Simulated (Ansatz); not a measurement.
# Li: stress in a strained cell

Li is deformed so: zz strain of +1 %. What stress and forces result, by LAPW, PAW and all-electron datasets made for the crystal?

Method: DFT PBE, scalar-relativistic, in Ansatz 0.2.0.

## Step 1: The structure to begin with

The structure is trigonal, space group R-3m (No. 166). Conventional cell: a = 3.101 Å, b = 3.101 Å, c = 22.765 Å, α = 90.00°, β = 90.00°, γ = 120.00°. Li (site symmetry -3m) has 12 Li at 3.10 Å as nearest neighbours. Li (site symmetry 3m) has 12 Li at 3.09 to 3.10 Å as nearest neighbours.

As a file:

```cif
data_structure
_symmetry_space_group_name_H-M 'R-3m:H'
_symmetry_Int_Tables_number 166
_cell_length_a 3.1010
_cell_length_b 3.1010
_cell_length_c 22.7649
_cell_angle_alpha 90.000
_cell_angle_beta 90.000
_cell_angle_gamma 120.000
_cell_volume 189.58
loop_
_atom_site_label
_atom_site_type_symbol
_atom_site_symmetry_multiplicity
_atom_site_Wyckoff_symbol
_atom_site_fract_x
_atom_site_fract_y
_atom_site_fract_z
_atom_site_occupancy
Li1 Li 3 a 0.00000 0.00000 0.00000 1
Li2 Li 6 c 0.33333 0.66667 0.88867 1
```

The file gives the conventional cell by its symmetry; the runs use the cell typed in the input.

Atoms are numbered in the order of the input: Li1, Li2, Li3.

## Step 2: The deformed structure

Space group R-3m before, R-3m after.

## Step 3: All-electron LAPW

input.yaml

```yaml
crystal:
  lattice:
    - [1.5504989657, 0.8951809952, 7.664183]
    - [-1.5504989657, 0.8951809952, 7.664183]
    - [0.0, -1.7903619905, 7.664183]
  atoms:
    - { symbol: Li, position: [0.0, 0.0, 0.0] }
    - { symbol: Li, position: [0.222, 0.222, 0.222] }
    - { symbol: Li, position: [0.778, 0.778, 0.778] }
kpoints:
  mp_grid: { grid: [12, 12, 12] }
  band_path:
    path:
      - [0.0, 0.0, 0.0]
      - [0.5, 0.5, 0.5]
      - [0.8242384168, 0.1757615832, 0.5]
      - [0.5, -0.1757615832, 0.1757615832]
      - [0.5, 0.0, 0.0]
      - [0.0, 0.0, 0.0]
      - [0.3378807916, -0.3378807916, 0.0]
      - [0.6621192084, 0.0, 0.3378807916]
      - [0.5, 0.0, 0.5]
    npoints: 5
scf:
  occupations: { method: fermi_dirac, width: 0.05 }
hamiltonian:
  xc: pbe
  pseudopotentials: { kind: all_electron, lapw: { basis_error: 0.001 } }
output:
  forces: true
  stress: true
  eigenvalues: true
```

Started as:

```
> ansatz run input.yaml --threads 1 --pin off --max-ram 6144MiB --backend cpu --events-out ev --progress --plain --runs-dir out
```

## Step 4: PAW on the default files

input.yaml

```yaml
crystal:
  lattice:
    - [1.5504989657, 0.8951809952, 7.664183]
    - [-1.5504989657, 0.8951809952, 7.664183]
    - [0.0, -1.7903619905, 7.664183]
  atoms:
    - { symbol: Li, position: [0.0, 0.0, 0.0] }
    - { symbol: Li, position: [0.222, 0.222, 0.222] }
    - { symbol: Li, position: [0.778, 0.778, 0.778] }
kpoints:
  mp_grid: { grid: [12, 12, 12] }
scf:
  occupations: { method: fermi_dirac, width: 0.05 }
hamiltonian:
  xc: pbe
  pseudopotentials: { kind: paw }
output:
  forces: true
  stress: true
  eigenvalues: true
  efg: { contact_densities: true }
```

## Step 5: All-electron PAW on datasets made for the crystal

Edit input.yaml of step 4 so:

```diff
@@ -15,3 +15,3 @@
   xc: pbe
-  pseudopotentials: { kind: paw }
+  pseudopotentials: { kind: all_electron, datasets: crystal }
 output:
```

(Steps that only read results are left out.)

**Question.** What will these runs give? Wanted: pressure; largest shear or deviatoric stress.

The runs gave:

| quantity | value |
| --- | --- |
| pressure | LAPW -0.64, PAW -0.65, crystal datasets -0.64 GPa |
| largest shear or deviatoric stress (LAPW) | 0.34 GPa |

**Reading.** The largest part of the stress beyond the pressure is 0.34 GPa in size, in the zz component; the atoms are carried along and not relaxed. No run of the undeformed cell stands beside it, so the pressure holds what the given cell had before the change. PAW: stress within 0.01 GPa of LAPW. Crystal datasets: stress within 0.01 GPa of LAPW.
